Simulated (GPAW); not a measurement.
A run of GPAW 26.7.0:

File run.py:

```python
import numpy as np
from ase.dft.bandgap import bandgap
from ase.io import write
from ase.spacegroup import crystal
from gpaw import GPAW, PW
from gpaw.spinorbit import soc_eigenstates

# Cd 2b
# S 2b
atoms = crystal(['Cd', 'S'],
                basis=[[0.6666666667, 0.3333333333, 0.5],
                       [0.6666666667, 0.3333333333, 0.875]],
                spacegroup=186, setting=1,  # P6_3mc
                cellpar=[4.15, 4.15, 6.737, 90.0, 90.0, 120.0],
                primitive_cell=True)

calc = GPAW(mode=PW(600),
            xc={'name': 'C09-vdW', 'backend': 'libvdwxc'},
            kpts={'size': (5, 5, 3), 'gamma': True},
            occupations={'name': 'fermi-dirac', 'width': 0.05},
            nbands=31,
            convergence={'density': 1e-05, 'energy': 1e-05},
            maxiter=150,
            txt='gpaw.txt')
atoms.calc = calc
energy = atoms.get_potential_energy()
forces = atoms.get_forces()
calc.write('gs.gpw')
write('result.traj', atoms)
print(f'Energy: {energy:.6f} eV')
print('Forces (eV/A):')
print(forces.round(4))
print('Fermi level:', round(calc.get_fermi_level(), 4), 'eV')
print(f'Gap: {bandgap(calc)[0]:.4f} eV, direct: {bandgap(calc, direct=True)[0]:.4f} eV')

path = atoms.cell.bandpath('GMKGALHA,LM,KH', npoints=100, eps=1e-4)
bs_calc = calc.fixed_density(kpts=path, symmetry='off', nbands=51,
                             convergence={'bands': 'CBM+6.0', 'eigenstates': 1e-6}, txt='bands.txt')
bs = bs_calc.band_structure()
bs.write('bs.json')
print(f'Gap on the path: {bandgap(bs_calc)[0]:.4f} eV')

soc = soc_eigenstates(bs_calc, theta=90, phi=45)
np.savetxt('soc_bands.dat', soc.eigenvalues(), fmt='%.4f')
mesh = soc_eigenstates('gs.gpw', theta=90, phi=45)
np.savetxt('soc_mesh.dat', mesh.eigenvalues(), fmt='%.4f')
print('Fermi level with spin-orbit coupling:', round(mesh.fermi_level, 4), 'eV')
```

Potentials or basis: GPAW PAW data sets (gpaw-data 1.2.1), pw.

Command:

```console
$ OMP_NUM_THREADS=1 python run.py
```

Hardware: 1 thread of Intel(R) Xeon(R) Platinum 8259CL CPU @ 2.50GHz (Skylake/Cascade Lake) (shared host).

Problem. Estimate the wall time of this run.

Solution. Run time: 2.9 min on 1 thread of Intel(R) Xeon(R) Platinum 8259CL CPU @ 2.50GHz (Skylake/Cascade Lake) (shared host), peak memory 0.66 GiB. Counts: scf iterations 16, plane waves 3372, bands 31, k points 12.
